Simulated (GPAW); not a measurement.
W:

```
W
1.0
    -1.58234    1.58234    1.58234
     1.58234   -1.58234    1.58234
     1.58234    1.58234   -1.58234
W
1
Cartesian
  0.0000 0.0000 0.0000
```

* Program: GPAW 26.7.0
* Task: relaxation of cell and atoms
* Functional: revPBE
* Potentials or basis: the program's PAW data sets (release 1.2.1) made for this functional
* Cutoff: 600 eV
* Basis: pw
* k mesh: 12 × 12 × 12
* Occupations: fermi-dirac, width 0.05 eV
* Spin: no spin polarisation

At the start: pressure 8.7 GPa; volume 15.85 Å³/atom.

Q: How do energy, volume and symmetry change on relaxing?

A: Over 3 steps the energy falls by 12.1 meV/atom and the volume is 16.30 Å³/atom (+2.8 %); space group Im-3m (No. 229, to 0.05 Å).

The path:
| step | energy change (eV) | largest force (eV/Å) | pressure (GPa) | volume (Å³) |
| --- | --- | --- | --- | --- |
| 1 | 0.0000 | 0.0000 | 8.66 | 15.85 |
| 2 | -0.0110 | 0.0000 | -2.63 | 16.44 |
| 3 | -0.0121 | 0.0000 | -0.07 | 16.30 |

Final structure:
```xyz
1
Lattice="-1.5971 1.5971 1.5971 1.5971 -1.5971 1.5971 1.5971 1.5971 -1.5971" Properties=species:S:1:pos:R:3 pbc="T T T"
W     0.0000    0.0000    0.0000
```

Caveat: later steps reuse the first step's grids.
